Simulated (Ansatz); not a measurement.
Start from `CCC=O` and change one atom or group to get `O=CC[SiH3]`.

Ansatz, PBE0-D4/def2-TZVP geometries, multiplicity 1. Each molecule was computed in one conformer, which needn't be the lowest.

```csv
property,`CCC=O`
size of the dipole moment (ωB97M-V/def2-TZVPP) / D,2.91
HOMO–LUMO gap (PBE0/def2-TZVPP) / eV,6.69
HOMO–LUMO gap (B3LYP/def2-TZVPP) / eV,6.18
size of the dipole moment (PBE/def2-TZVPP) / D,2.77
LUMO energy (PBE0/def2-TZVPP) / eV,-0.68
LUMO energy (PBE/def2-TZVPP) / eV,-1.89
```

Task: What does the change do to each property? (Best estimate.)

Result: The calculation gave: 
```
                                          property  `O=CC[SiH3]`  shift
size of the dipole moment (ωB97M-V/def2-TZVPP) / D          2.75  -0.16
              HOMO–LUMO gap (PBE0/def2-TZVPP) / eV          6.83   0.14
             HOMO–LUMO gap (B3LYP/def2-TZVPP) / eV          6.32   0.14
    size of the dipole moment (PBE/def2-TZVPP) / D          2.61  -0.16
                LUMO energy (PBE0/def2-TZVPP) / eV         -0.87  -0.19
                 LUMO energy (PBE/def2-TZVPP) / eV         -2.10  -0.21
```

With PBE0 the HOMO falls by 0.32 eV and the LUMO falls by 0.19 eV, so the gap widens by about 0.13 eV. PBE moves the HOMO by -0.34 eV and ωB97M-V by -0.32 eV. Dipoles are sizes alone; their direction can turn.

B3LYP here is the variant with VWN-RPA as its local correlation; programs differ in this.

Positive LUMOs are unbound, so they and the gaps depend on the basis.
